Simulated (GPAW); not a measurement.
# CdS (Greenockite) (P6_3mc) in GPAW: further runs

Aim: see how the results for CdS (Greenockite) move with the level of theory and the settings. Levels: PBE, optPBE-vdW. Tasks: band structure, equation of state.

All numbers are computed with GPAW 26.7.0; they aren't measurements. Logs are shortened: lines on timing, memory, paths and dates and some standing lists are left out, and cuts for length are marked. The log counts tension as positive stress, the text compression.

**The experiment to reproduce.**

“Isotope dependence of band-gap energy”, 2008, arxiv:0807.2152 quotes, for a bulk crystal of CdS: band gap 2.5809 ± 0.0002 eV.

The runs below are set against these values where they give the same quantity.

### Step 1. Starting point

It takes space group P6_3mc (No. 186, hexagonal). The conventional cell has a = 4.150 Å, b = 4.150 Å, c = 6.737 Å, α = 90.00°, β = 90.00°, γ = 120.00°. Around Cd (site symmetry 3m) lie 4 S at 2.53 to 2.54 Å. S (site symmetry 3m) is surrounded by 4 Cd at 2.53 to 2.54 Å.

### Step 2. Band structure, PBE

Input file run.py:

```python
from ase import Atoms
from ase.dft.bandgap import bandgap
from ase.io import write
from gpaw import GPAW

atoms = Atoms(['Cd', 'Cd', 'S', 'S'],
              cell=[[4.15, 0.0, 0.0],
                    [-2.075, 3.5940054257, 0.0],
                    [0.0, 0.0, 6.737]],
              scaled_positions=[[0.6666666667, 0.3333333333, 0.5],
                                [0.3333333333, 0.6666666667, 0.0],
                                [0.6666666667, 0.3333333333, 0.875],
                                [0.3333333333, 0.6666666667, 0.375]],
              pbc=True)

calc = GPAW(mode='lcao',
            h=0.16,
            basis='dz(dzp)',
            xc='PBE',
            kpts={'size': (5, 5, 3), 'gamma': True},
            occupations={'name': 'fermi-dirac', 'width': 0.05},
            convergence={'density': 1e-05, 'energy': 1e-05},
            maxiter=150,
            txt='gpaw.txt')
atoms.calc = calc
energy = atoms.get_potential_energy()
forces = atoms.get_forces()
calc.write('gs.gpw')
write('result.traj', atoms)
print(f'Energy: {energy:.6f} eV')
print('Forces (eV/A):')
print(forces.round(4))
print('Fermi level:', round(calc.get_fermi_level(), 4), 'eV')
print(f'Gap: {bandgap(calc)[0]:.4f} eV, direct: {bandgap(calc, direct=True)[0]:.4f} eV')

path = atoms.cell.bandpath('GMKGALHA,LM,KH', npoints=60, eps=1e-4)
bs_calc = calc.fixed_density(kpts=path, symmetry='off', txt='bands.txt')
bs = bs_calc.band_structure()
bs.write('bs.json')
print(f'Gap on the path: {bandgap(bs_calc)[0]:.4f} eV')
```

Potentials or basis: GPAW PAW data sets (gpaw-data 1.2.1), lcao:dz(dzp).

Started as:

```
$ OMP_NUM_THREADS=1 python run.py
```

gpaw.txt:

```text
__  _  _
 | _ |_)|_||  |
 |__||  | ||/\| - 26.7.0

Input parameters:
  mode=LCAO(),
  basis={'default': 'dz(dzp)'},
  convergence={'density': 1e-05, 'energy': 1e-05},
  h=0.16,
  kpts=MonkhorstPack(size=(5, 5, 3), gamma=True),
  maxiter=150,
  occupations=Occupations(name='fermi-dirac', width=0.05),
  xc=XC(name='PBE')

            S

            Cd
        S

        Cd

Atoms  # Å, Bohr magnetons
|   | symbol |         x |        y |        z |    initial magnetic moments |
|---|--------|-----------|----------|----------|-----------------------------|
| 0 |     Cd |  2.075000 | 1.198002 | 3.368500 | ( 0.0000,  0.0000,  0.0000) |
| 1 |     Cd | -0.000000 | 2.396004 | 0.000000 | ( 0.0000,  0.0000,  0.0000) |
| 2 |      S |  2.075000 | 1.198002 | 5.894875 | ( 0.0000,  0.0000,  0.0000) |
| 3 |      S | -0.000000 | 2.396004 | 2.526375 | ( 0.0000,  0.0000,  0.0000) |

Unit cell  # Å
| periodic |         x |        y |        z |  lengths |     angles |
|----------|-----------|----------|----------|----------|------------|
|      yes |  4.150000 | 0.000000 | 0.000000 | 4.150000 |  90.000000 |
|      yes | -2.075000 | 3.594005 | 0.000000 | 4.150000 |  90.000000 |
|      yes |  0.000000 | 0.000000 | 6.737000 | 6.737000 | 120.000000 |

Number of symmetries: 6
Symmetry operations  # r_c * U_cc + t_c -> r_c
|   | kind |            matrix            |
|---|------|------------------------------|
| 0 |  σ   |  1, 1, 0,  0,-1, 0,  0, 0, 1 |
| 1 |  E   |  1, 0, 0,  0, 1, 0,  0, 0, 1 |
| 2 |  C3  |  0, 1, 0, -1,-1, 0,  0, 0, 1 |
| 3 |  σ   |  0,-1, 0, -1, 0, 0,  0, 0, 1 |
| 4 |  σ   | -1, 0, 0,  1, 1, 0,  0, 0, 1 |
| 5 |  C3  | -1,-1, 0,  1, 0, 0,  0, 0, 1 |

BZ-sampling:
  Number of BZ points: 75
  Number of IBZ points: 12

  Monkhorst-Pack size: [5, 5, 3]
  Monkhorst-Pack shift: [0, 0, 0]

K-points  # in reciprocal-cell coordinates
|     |                                coordinates |     weight |
|-----|--------------------------------------------|------------|
|   0 | (  0.00000000,   0.00000000,   0.00000000) | 0.01333333 |
|   1 | (  0.00000000,   0.00000000,   0.33333333) | 0.02666667 |
|   2 | (  0.20000000,   0.00000000,  -0.33333333) | 0.08000000 |
|   3 | (  0.20000000,   0.00000000,   0.00000000) | 0.08000000 |
|   4 | (  0.20000000,   0.00000000,   0.33333333) | 0.08000000 |
|   5 | (  0.40000000,  -0.20000000,   0.00000000) | 0.08000000 |
|   6 | (  0.40000000,  -0.20000000,   0.33333333) | 0.16000000 |
|   7 | (  0.40000000,   0.00000000,  -0.33333333) | 0.08000000 |
|   8 | (  0.40000000,   0.00000000,   0.00000000) | 0.08000000 |
|   9 | (  0.40000000,   0.00000000,   0.33333333) | 0.08000000 |
| ... |                                            |            |
|  11 | (  0.40000000,   0.40000000,   0.33333333) | 0.16000000 |

basis functions: 52
Spin-components: 1 (collinear spins)
Bands:           26
Projectors:      22
Spin-degeneracy: 2
Datatype:        <class 'complex'>

Density:
  Valence electrons: 36.0
  Components: 1
  Grid points: [24 24 44]
  Charge: 0.0  # |e|

Potential:
  Grid points: [24 24 44]

species:
  Cd:
    name:    Cadmium
    Z:       48.0
    valence: 12
    core:    36
    charge:  0.0  # [|e|]
    compensation charges:
      type: gauss
      rc: 0.38  # [Å]
      lmax: 2
    cutoffs:
      filter: 2.12  # [Å]
      core: 2.62  # [Å]
    projectors
    | kind |    occ | energy [eV] | rcut [Å] |
    |------|--------|-------------|----------|
    |   5s |  2.000 |      -5.655 |    1.191 |
    |   5p |  0.000 |      -1.186 |    1.228 |
    |   4d | 10.000 |     -11.739 |    1.164 |
    |    s |        |      21.556 |    1.191 |
    |    p |        |      26.026 |    1.228 |
    |    d |        |      15.473 |    1.164 |

    LCAO basis set for Cd:
      Name: dz(dzp)
      File: <dir>
      Number of radial functions: 6
      Number of spherical harmonics: 18
        l=0, rc=8.5781 Bohr: 5s-sz confined orbital
        l=1, rc=12.6406 Bohr: 5p-sz confined orbital
        l=2, rc=4.9062 Bohr: 4d-sz confined orbital
[... 59 lines left out ...]

Potential:
  Grid points: [24 24 44]

species:
  Cd:
    name:    Cadmium
    Z:       48.0
    valence: 12
    core:    36
    charge:  0.0  # [|e|]
    compensation charges:
      type: gauss
      rc: 0.38  # [Å]
      lmax: 2
    cutoffs:
      filter: 2.12  # [Å]
      core: 2.62  # [Å]
    projectors
    | kind |    occ | energy [eV] | rcut [Å] |
    |------|--------|-------------|----------|
    |   5s |  2.000 |      -5.655 |    1.191 |
    |   5p |  0.000 |      -1.186 |    1.228 |
    |   4d | 10.000 |     -11.739 |    1.164 |
    |    s |        |      21.556 |    1.191 |
    |    p |        |      26.026 |    1.228 |
    |    d |        |      15.473 |    1.164 |

    LCAO basis set for Cd:
      Name: dz(dzp)
      File: <dir>
      Number of radial functions: 6
      Number of spherical harmonics: 18
        l=0, rc=8.5781 Bohr: 5s-sz confined orbital
        l=1, rc=12.6406 Bohr: 5p-sz confined orbital
        l=2, rc=4.9062 Bohr: 4d-sz confined orbital
        l=0, rc=5.0625 Bohr: 5s-dz split-valence wave
        l=1, rc=7.7188 Bohr: 5p-dz split-valence wave
        l=2, rc=2.9844 Bohr: 4d-dz split-valence wave
      Number of RI-basis functions 0

  S:
    name:    Sulfur
    Z:       16.0
    valence: 6
    core:    10
    charge:  0.0  # [|e|]
    compensation charges:
      type: gauss
      rc: 0.24  # [Å]
      lmax: 2
    cutoffs:
      filter: 1.77  # [Å]
      core: 1.66  # [Å]
    projectors
    | kind |    occ | energy [eV] | rcut [Å] |
    |------|--------|-------------|----------|
    |   3s |  2.000 |     -17.254 |    0.974 |
    |   3p |  4.000 |      -7.008 |    0.979 |
    |    s |        |       9.957 |    0.974 |
    |    p |        |      20.203 |    0.979 |
    |    d |        |       0.000 |    0.900 |

    LCAO basis set for S:
      Name: dz(dzp)
      File: <dir>
      Number of radial functions: 4
      Number of spherical harmonics: 8
        l=0, rc=5.5156 Bohr: 3s-sz confined orbital
        l=1, rc=6.9375 Bohr: 3p-sz confined orbital
        l=0, rc=3.0469 Bohr: 3s-dz split-valence wave
        l=1, rc=3.9375 Bohr: 3p-dz split-valence wave
      Number of RI-basis functions 0

Reference energy: -326061.476468  # eV

eigensolver:
  <gpaw.new.lcao.eigensolver.LCAOEigensolver object>
density mixing:
  MSR1-Mixer
  Pratt-step length: 0.05
  Maximum mixing coefficient: 0.75
  Old densities: 10
  SVD Regularization: 0.005
  Good broyden scale: 1.0
  Trust region scale: 1.0
  Backstep threshold: 4.0
  History deletion threshold: 6.0
  Fourier metric: weight=20.0, sigma=0.015

occupation numbers:
  Fermi-Dirac:
    width: 0.0500  # eV

FastPoissonSolver using
    Stencil: 8*3+1=25 point O(h^6) finite-difference Laplacian
    FFT axes: [np.int64(0), np.int64(1), np.int64(2)]
    FST axes: []

xc functional:
  name: PBE with 2 nearest neighbor stencil
interpolation: tri-quintic # 5. degree polynomial

convergence criteria:
[... 6 lines left out ...]
|iter     | |      energy | eigst |  dens |
|---------|-|-------------|-------|-------|
|iter:   1| |  -11.313619 |      c|       |
|iter:   2| |  -11.226795 |      c| -1.32 |
|iter:   3| |  -10.921681 |      c| -1.35 |
|iter:   4| |  -10.920215 |      c| -1.87 |
|iter:   5| |  -10.919591 |      c| -2.37 |
|iter:   6| |  -10.919591 |      c| -3.63 |
|iter:   7| |  -10.919591c|      c| -4.01 |
|iter:   8| |  -10.919591c|      c| -5.60c|

Converged in 8 steps
Energy contributions relative to reference atoms: (reference = -326061.476468)

Energy contributions:
  Kinetic:          44.060168
  Coulomb:         -37.820333
  Zero:              0.093440
  External:          0.000000
  Xc:              -17.252866
  Entropy:          -0.000000
  Spinorbit:         0.000000
  ----------------------------
  Free energy:     -10.919591
  Extrapolated:    -10.919591

dipole moment: (0.000000, -0.000000, -18.897199)  # |e|*Ang

Fermi level: 4.113
Eigenvalues  # (at kpt = [0.000, 0.000, 0.000])
| band index |      eig [eV] | occ [0-2] |
|------------|---------------|-----------|
|          0 |        -8.859 |     2.000 |
|        ... |               |           |
|         10 |        -3.502 |     2.000 |
|         11 |        -3.182 |     2.000 |
|         12 |        -0.865 |     2.000 |
|         13 |         2.731 |     2.000 |
|         14 |         2.731 |     2.000 |
|         15 |         3.444 |     2.000 |
[... 8 lines left out ...]
|         24 |        12.213 |     0.000 |
|         25 |        12.214 |     0.000 |

Gap: 1.206 eV
Transition (v -> c):
  (s=0, k=0, n=17, [0.00, 0.00, 0.00]) -> (s=0, k=0, n=18, [0.00, 0.00, 0.00])
No difference between direct/indirect transitions

Forces  # eV/Ang
|        x |       y |        z |
|----------|---------|----------|
|  0.00000 | 0.00000 | -0.06913 |  # Cd   0
| -0.00000 | 0.00000 | -0.06913 |  # Cd   1
|  0.00000 | 0.00000 |  0.07066 |  # S    2
| -0.00000 | 0.00000 |  0.07066 |  # S    3

# Writing to gs.gpw (mode='')
```

Wall time 59 s (1 thread of Arm Neoverse V2, shared host); peak memory 0.28 GiB.

These settings aren't checked as converged: the numbers below hold their error.

Results:

```
Free energy             : -10.9196 eV
Largest force           : 0.071 eV/Å
Band gap on the k mesh  : 1.21 eV, direct
Band gap along the path : 1.21 eV, direct
```

Caveat: the real-space grid adds noise to forces; the basis of atomic orbitals isn't converged, which shifts pressures, moduli and gaps.

### Step 3. Equation of state, PBE

Input file run.py:

```python
from ase.eos import EquationOfState
from ase.io import Trajectory, read
from ase.units import GPa
from gpaw import GPAW

atoms = read('CdS.cif')

traj = Trajectory('eos.traj', 'w')
volumes, energies = [], []
for x in [0.94, 0.96, 0.98, 1.0, 1.02, 1.04, 1.06]:
    a = atoms.copy()
    a.set_cell(atoms.cell * x**(1 / 3), scale_atoms=True)
    calc = GPAW(mode='fd',
                h=0.16,
                xc='PBE',
                kpts={'size': (5, 5, 3), 'gamma': True},
                occupations={'name': 'fermi-dirac', 'width': 0.05},
                nbands=31,
                convergence={'density': 1e-05, 'energy': 1e-05},
                maxiter=150,
                txt=f'eos-{x:.2f}.txt')
    a.calc = calc
    energies.append(a.get_potential_energy(force_consistent=True))
    volumes.append(a.get_volume())
    calc.write(f'eos-{x:.2f}.gpw')
    traj.write(a)
    print(f'{x:.2f} {volumes[-1]:10.4f} A^3 {energies[-1]:14.6f} eV', flush=True)

v0, e0, B = EquationOfState(volumes, energies, eos='birchmurnaghan').fit()
print(f'V0 = {v0:.4f} A^3, E0 = {e0:.6f} eV, B0 = {B / GPa:.2f} GPa')
```

Input file CdS.cif:

```cif
data_CdS
_cell_length_a 4.15000000
_cell_length_b 4.15000000
_cell_length_c 6.73700000
_cell_angle_alpha 90.00000000
_cell_angle_beta 90.00000000
_cell_angle_gamma 120.00000000
_space_group_name_H-M_alt 'P1'
_space_group_name_Hall 'P 1'
_space_group_IT_number 1
loop_
_space_group_symop_operation_xyz
'x,y,z'
loop_
_atom_site_label
_atom_site_type_symbol
_atom_site_symmetry_multiplicity
_atom_site_Wyckoff_symbol
_atom_site_fract_x
_atom_site_fract_y
_atom_site_fract_z
_atom_site_occupancy
Cd1 Cd 1 a 0.6666666667 0.3333333333 0.5000000000 1
Cd2 Cd 1 a 0.3333333333 0.6666666667 0.0000000000 1
S1 S 1 a 0.6666666667 0.3333333333 0.8750000000 1
S2 S 1 a 0.3333333333 0.6666666667 0.3750000000 1
```

Potentials or basis: GPAW PAW data sets (gpaw-data 1.2.1), fd.

Started as:

```
$ OMP_NUM_THREADS=1 python run.py
```

Run time: 11 min. Hardware: 1 thread of Arm Neoverse V1, shared host; peak memory 1 GiB.

Results (log left out):

* Equilibrium volume: 25.97 Å³/atom (rough: see the caveat)
* Bulk modulus at fixed shape and positions: 47 GPa (rough)

Energy against volume, from the lowest point:
```tsv
volume (Å³/atom)	energy (meV/atom)
23.614	41.43
24.116	24.23
24.618	11.85
25.121	4.85
25.623	0.74
26.126	0.00
26.628	2.32
```

Caveat: the fit is doubtful: noisy points or a state that changes with volume; the real-space grid adds noise to forces; the cell was scaled at fixed shape and fractional positions, which overstates the stiffness of a crystal with free parameters, most of all of layers and chains.

### Step 4. Band structure, optPBE-vdW, spin-orbit coupling, no magnetisation

Input file run.py:

```python
import numpy as np
from ase.dft.bandgap import bandgap
from ase.io import read, write
from gpaw import GPAW, PW
from gpaw.spinorbit import soc_eigenstates

atoms = read('CdS.cif')

calc = GPAW(mode=PW(600),
            xc={'name': 'optPBE-vdW', 'backend': 'libvdwxc'},
            kpts={'size': (5, 5, 3), 'gamma': True},
            occupations={'name': 'fermi-dirac', 'width': 0.05},
            nbands=31,
            convergence={'density': 1e-05, 'energy': 1e-05},
            maxiter=150,
            txt='gpaw.txt')
atoms.calc = calc
energy = atoms.get_potential_energy()
forces = atoms.get_forces()
calc.write('gs.gpw')
write('result.traj', atoms)
print(f'Energy: {energy:.6f} eV')
print('Forces (eV/A):')
print(forces.round(4))
print('Fermi level:', round(calc.get_fermi_level(), 4), 'eV')
print(f'Gap: {bandgap(calc)[0]:.4f} eV, direct: {bandgap(calc, direct=True)[0]:.4f} eV')

path = atoms.cell.bandpath('GMKGALHA,LM,KH', npoints=60, eps=1e-4)
bs_calc = calc.fixed_density(kpts=path, symmetry='off', nbands=51,
                             convergence={'bands': 'CBM+6.0', 'eigenstates': 1e-6}, txt='bands.txt')
bs = bs_calc.band_structure()
bs.write('bs.json')
print(f'Gap on the path: {bandgap(bs_calc)[0]:.4f} eV')

soc = soc_eigenstates(bs_calc, theta=54.7, phi=45)
np.savetxt('soc_bands.dat', soc.eigenvalues(), fmt='%.4f')
mesh = soc_eigenstates('gs.gpw', theta=54.7, phi=45)
np.savetxt('soc_mesh.dat', mesh.eigenvalues(), fmt='%.4f')
print('Fermi level with spin-orbit coupling:', round(mesh.fermi_level, 4), 'eV')
```

Input file CdS.cif:

```cif
data_CdS
_cell_length_a 4.15000000
_cell_length_b 4.15000000
_cell_length_c 6.73700000
_cell_angle_alpha 90.00000000
_cell_angle_beta 90.00000000
_cell_angle_gamma 120.00000000
_space_group_name_H-M_alt 'P6_3mc'
_space_group_name_Hall 'P 6c -2c'
_space_group_IT_number 186
loop_
_space_group_symop_operation_xyz
'x,y,z'
'x-y,x,z+1/2'
'-y,x-y,z'
'-x,-y,z+1/2'
'-x+y,-x,z'
'y,-x+y,z+1/2'
'y,x,z+1/2'
'x,x-y,z'
'x-y,-y,z+1/2'
'-y,-x,z'
'-x,-x+y,z+1/2'
'-x+y,y,z'
loop_
_atom_site_label
_atom_site_type_symbol
_atom_site_symmetry_multiplicity
_atom_site_Wyckoff_symbol
_atom_site_fract_x
_atom_site_fract_y
_atom_site_fract_z
_atom_site_occupancy
Cd1 Cd 2 b 0.6666666667 0.3333333333 0.5000000000 1
S1 S 2 b 0.6666666667 0.3333333333 0.8750000000 1
```

Potentials or basis: GPAW PAW data sets (gpaw-data 1.2.1), pw.

Started as:

```
$ OMP_NUM_THREADS=1 python run.py
```

Run time: 2.1 min. Hardware: 1 thread of Arm Neoverse V1, shared host; peak memory 0.5 GiB.

It converged, with:

* Free energy: -71.1650 eV
* Largest force: 0.065 eV/Å
* Band gap on the k mesh: 1.19 eV, direct
* Band gap along the path: 1.19 eV, direct

Forces in eV/Å, atoms in the order of the input:
```
Cd   0.000  0.000 -0.065
Cd   0.000  0.000 -0.065
S    0.000  0.000  0.065
S    0.000  0.000  0.065
```

Levels at the corners of the path, in eV from the valence-band top:
```
point  band 34  band 35  band 36  band 37  band 38  band 39
    Γ    -0.02     0.00     0.00     1.19     1.19     2.80
    M    -1.29    -0.74    -0.74     3.69     3.69     3.88
    K    -1.79    -1.60    -1.60     4.61     4.61     5.02
    Γ    -0.02     0.00     0.00     1.19     1.19     2.80
    A    -0.38    -0.38    -0.38     2.83     2.83     2.83
    L    -1.30    -1.30    -1.30     3.47     3.47     3.47
    H    -1.12    -1.11    -1.11     4.37     4.37     4.42
    A    -0.38    -0.38    -0.38     2.83     2.83     2.83
    L    -1.30    -1.30    -1.30     3.47     3.47     3.47
    M    -1.29    -0.74    -0.74     3.69     3.69     3.88
    K    -1.79    -1.60    -1.60     4.61     4.61     5.02
    H    -1.12    -1.11    -1.11     4.37     4.37     4.42
```

Caveat: spin-orbit coupling was added after a scalar SCF, so levels and gaps hold it while energy, forces, pressure and moments don't; this program's spin-orbit splittings come out too wide for heavy elements; the PAW data sets were made with another functional, which shifts forces and pressure a little.

### Step 5. For comparison

An earlier run on the cell as given: functional PBE; potentials or basis GPAW PAW data sets (gpaw-data 1.2.1); cutoff 600 eV; basis pw; k mesh 7 × 7 × 4; occupations fermi-dirac, width 0.05 eV; no spin polarisation.

- Pressure: 1.8 GPa
- Largest force: 0.067 eV/Å
- Band gap on the k mesh: 1.18 eV, direct

### Step 6. Summary

| task | level | potentials or basis | spin | k mesh | cutoff (eV) | band path | band points | spin axis theta (degrees) | spin axis phi (degrees) | grid spacing | gap on the mesh (eV) | largest force (eV/Å) |
| --- | --- | --- | --- | --- | --- | --- | --- | --- | --- | --- | --- | --- |
| equation of state | PBE | GPAW PAW data sets (gpaw-data 1.2.1), fd | off | 5 × 5 × 3 | - | - | - | - | - | 0.16 Å | - | - |
| band structure | optPBE-vdW | GPAW PAW data sets (gpaw-data 1.2.1), pw | SOC, no magnetisation | 5 × 5 × 3 | 600 | GMKGALHA,LM,KH | 60 | 54.7 | 45 | - | 1.19 | 0.06 |
| single point | PBE | GPAW PAW data sets (gpaw-data 1.2.1), pw | off | 7 × 7 × 4 | 600 | - | - | - | - | - | 1.18 | 0.07 |

Alike in all rows: cell as given; smearing fermi-dirac 0.05 eV.

Caveats: the fit is doubtful: noisy points or a state that changes with volume (some runs); the real-space grid adds noise to forces (some runs); the cell was scaled at fixed shape and fractional positions, which overstates the stiffness of a crystal with free parameters, most of all of layers and chains (some runs); spin-orbit coupling was added after a scalar SCF, so levels and gaps hold it while energy, forces, pressure and moments don't (some runs); this program's spin-orbit splittings come out too wide for heavy elements (some runs); the PAW data sets were made with another functional, which shifts forces and pressure a little (some runs).

Total energies depend on the potentials used, so only differences within one code and one set of settings carry meaning.

### Step 7. Against experiment

Step 4. Measured gap of CdS: 2.5809 eV (quoted in “Isotope dependence of band-gap energy”, 2008, arxiv:0807.2152). This calculation gives 1.19 eV (-1.40 eV). So large a miss can be the level of theory's own, or it may mean another phase, state or a wrong row. The value is that of optPBE-vdW, without temperature or zero-point motion.
